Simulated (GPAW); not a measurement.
# Ge (P-1) in GPAW: single point with LDA

Aim: the single point of Ge with LDA.

All numbers are computed with GPAW 26.7.0; they aren't measurements. Logs are shortened: lines on timing, memory, paths and dates and some standing lists are left out, and cuts for length are marked. The log counts tension as positive stress, the text compression.

## 1. The cell of the first run

The typed cell holds 1 atom: a = 2.981 Å, b = 2.963 Å, c = 2.914 Å, α = 61.22°, β = 60.32°, γ = 60.50°.

This isn't the form of Ge at room conditions, which is diamond.

## 2. Single point, LDA (cell sheared at random, sigma 0.01, atoms nudged by 0.01 Å)

run.py

```python
from ase.dft.bandgap import bandgap
from ase.io import read, write
from ase.units import GPa
from gpaw import GPAW, PW

atoms = read('Ge.xyz')

calc = GPAW(mode=PW(450),
            xc='LDA',
            kpts={'size': (9, 9, 9), 'gamma': True},
            occupations={'name': 'fermi-dirac', 'width': 0.05},
            nbands=8,
            maxiter=120,
            txt='gpaw.txt')
atoms.calc = calc
energy = atoms.get_potential_energy()
forces = atoms.get_forces()
stress = atoms.get_stress()
calc.write('gs.gpw')
write('result.traj', atoms)
print(f'Energy: {energy:.6f} eV')
print('Forces (eV/A):')
print(forces.round(4))
print('Stress (GPa):', (stress / GPa).round(3))
print('Fermi level:', round(calc.get_fermi_level(), 4), 'eV')
print(f'Gap: {bandgap(calc)[0]:.4f} eV, direct: {bandgap(calc, direct=True)[0]:.4f} eV')
```

Ge.xyz

```xyz
1
Lattice="-0.0282083000 2.1019966500 2.1134578200 2.0716247400 -0.0325513900 2.1178009100 2.0429605600 2.0776755600 -0.0038872100" Properties=species:S:1:pos:R:3 pbc="T T T"
Ge     0.0000000000      0.0000000000      0.0000000000
```

Potentials or basis: the program's PAW data sets (release 1.2.1) made for this functional, pw.

On the command line:

```
OMP_NUM_THREADS=1 python run.py
```

gpaw.txt:

```text
__  _  _
 | _ |_)|_||  |
 |__||  | ||/\| - 26.7.0

Input parameters:
  mode=PW(ecut=450.00000000000006),
  kpts=MonkhorstPack(size=(9, 9, 9), gamma=True),
  maxiter=120,
  nbands=8,
  occupations=Occupations(name='fermi-dirac', width=0.05),
  xc=XC(name='LDA')

Diagonalizing LCAO Hamiltonian
Converting LCAO to pw mode

       Ge

Atoms  # Å, Bohr magnetons
|   | symbol |        x |        y |        z |    initial magnetic moments |
|---|--------|----------|----------|----------|-----------------------------|
| 0 |     Ge | 0.000000 | 0.000000 | 0.000000 | ( 0.0000,  0.0000,  0.0000) |

Unit cell  # Å
| periodic |         x |         y |         z |  lengths |    angles |
|----------|-----------|-----------|-----------|----------|-----------|
|      yes | -0.028208 |  2.101997 |  2.113458 | 2.980921 | 61.219322 |
|      yes |  2.071625 | -0.032551 |  2.117801 | 2.962730 | 60.315856 |
|      yes |  2.042961 |  2.077676 | -0.003887 | 2.913836 | 60.499228 |

Number of symmetries: 2
Symmetry operations  # r_c * U_cc + t_c -> r_c
|   | kind |            matrix            |
|---|------|------------------------------|
| 0 |  E   |  1, 0, 0,  0, 1, 0,  0, 0, 1 |
| 1 |  i   | -1, 0, 0,  0,-1, 0,  0, 0,-1 |

BZ-sampling:
  Number of BZ points: 729
  Number of IBZ points: 365

  Monkhorst-Pack size: [9, 9, 9]
  Monkhorst-Pack shift: [0, 0, 0]

K-points  # in reciprocal-cell coordinates
|     |                                coordinates |     weight |
|-----|--------------------------------------------|------------|
|   0 | (  0.00000000,   0.00000000,   0.00000000) | 0.00137174 |
|   1 | (  0.00000000,   0.00000000,   0.11111111) | 0.00274348 |
|   2 | (  0.00000000,   0.00000000,   0.22222222) | 0.00274348 |
|   3 | (  0.00000000,   0.00000000,   0.33333333) | 0.00274348 |
|   4 | (  0.00000000,   0.00000000,   0.44444444) | 0.00274348 |
|   5 | (  0.00000000,   0.11111111,  -0.44444444) | 0.00274348 |
|   6 | (  0.00000000,   0.11111111,  -0.33333333) | 0.00274348 |
|   7 | (  0.00000000,   0.11111111,  -0.22222222) | 0.00274348 |
|   8 | (  0.00000000,   0.11111111,  -0.11111111) | 0.00274348 |
|   9 | (  0.00000000,   0.11111111,   0.00000000) | 0.00274348 |
| ... |                                            |            |
| 364 | (  0.44444444,   0.44444444,   0.44444444) | 0.00274348 |

Plane wave coefficients: 410
Cutoff: 450.00000000000006 eV

Spin-components: 1 (collinear spins)
Bands:           8
Projectors:      5
Spin-degeneracy: 2
Datatype:        complex128

Parallelization:
  kpt:    1
  domain: 1
  band:   1

Density:
  Valence electrons: 4.0
  Components: 1
  Grid points: [15 15 15]
  Charge: 0.0  # |e|

Potential:
  Grid points: [15 15 15]

species:
  Ge:
    name:    Germanium
    Z:       32.0
    valence: 4
    core:    28
    charge:  0.0  # [|e|]
    compensation charges:
      type: gauss
      rc: 0.32  # [Å]
      lmax: 2
    cutoffs:
      filter: 1.77  # [Å]
      core: 3.42  # [Å]
    projectors
    | kind |    occ | energy [eV] | rcut [Å] |
    |------|--------|-------------|----------|
    |   4s |  2.000 |     -11.940 |    1.005 |
    |   4p |  2.000 |      -4.047 |    1.005 |
    |    s |        |      15.272 |    1.005 |
    |    p |        |      23.164 |    1.005 |
    |    d |        |       0.000 |    1.005 |

    Using partial waves for Ge as LCAO basis

Reference energy: -57017.817714  # eV

eigensolver:
  PPCG
  Converge bands: occupied
  niter=2

density mixing:
  MSR1-Mixer
  Pratt-step length: 0.05
  Maximum mixing coefficient: 0.75
  Old densities: 10
  SVD Regularization: 0.005
  Good broyden scale: 1.0
  Trust region scale: 1.0
  Backstep threshold: 4.0
  History deletion threshold: 6.0
  Fourier metric: weight=20.0, sigma=0.015

occupation numbers:
  Fermi-Dirac:
    width: 0.0500  # eV

poisson solver:
  ecut: 3600.0000000000005  # eV

xc functional:
  name: None

convergence criteria:
- Maximum [total energy] change in last 3 cyles: 0.0005 eV / valence electron
- Maximum integral of absolute [dens]ity change: 0.0001 electrons / valence electron
- Maximum integral of absolute [eigenst]ate change: 4e-08 eV^2 / valence electron
maximum number of iterations: 120

SCF iterations
|iter     | |      energy | eigst |  dens |
|---------|-|-------------|-------|-------|
|iter:   1| |   -4.915114 | -0.66 |       |
|iter:   2| |   -4.913942 | -3.14 | -1.32 |
|iter:   3| |   -4.902706 | -3.63 | -1.35 |
|iter:   4| |   -4.901958 | -4.44 | -1.96 |
|iter:   5| |   -4.901944c| -5.65 | -3.07 |
|iter:   6| |   -4.901943c| -6.81 | -3.67 |
|iter:   7| |   -4.901943c| -8.34c| -4.53c|

Converged in 7 steps
Energy contributions relative to reference atoms: (reference = -57017.817714)

Energy contributions:
  Kinetic:           9.032539
  Coulomb:          -8.156977
  Zero:             -0.003051
  External:          0.000000
  Xc:               -5.772111
  Entropy:          -0.004688
  Spinorbit:         0.000000
  ----------------------------
  Free energy:      -4.904287
  Extrapolated:     -4.901943

dipole moment: (-13.470401, -13.670638, -13.935177)  # |e|*Ang

Fermi level: 8.134
Eigenvalues  # (at kpt = [0.000, 0.000, 0.000])
| band index |      eig [eV] | occ [0-2] |
|------------|---------------|-----------|
|          0 |        -5.444 |     2.000 |
|          1 |        16.631 |     0.000 |
|          2 |        16.970 |     0.000 |
|          3 |        17.357 |     0.000 |
|          4 |        21.452 |     0.000 |
|          5 |        21.718 |     0.000 |
|          6 |        22.281 |     0.000 |
|          7 |        23.542 |     0.000 |

No gap
No difference between direct/indirect transitions

Forces  # eV/Ang
|       x |       y |       z |
|---------|---------|---------|
| 0.00000 | 0.00000 | 0.00000 |  # Ge   0

Stress tensor  # eV/Ang^3
|         x |         y |         z |
|-----------|-----------|-----------|
|  0.005725 | -0.012190 |  0.000076 |
| -0.012190 |  0.008156 | -0.001480 |
|  0.000076 | -0.001480 |  0.009444 |

# Writing to gs.gpw (mode='')
```

Run time: 20 s. Hardware: 1 thread of Arm Neoverse V1, shared host; peak memory 0.16 GiB.

Results:

```yaml
Free_energy: -4.9043 eV
Pressure: -1.2 GPa
Band_gap_on_the_k_mesh: none (metal or under the smearing width)
```

Stress tensor (GPa, compression positive):
```
-0.92  1.95 -0.01
 1.95 -1.31  0.24
-0.01  0.24 -1.51
```

Caveat: the cutoff is short for stress and forces, so pressures can be off by a GPa or more.
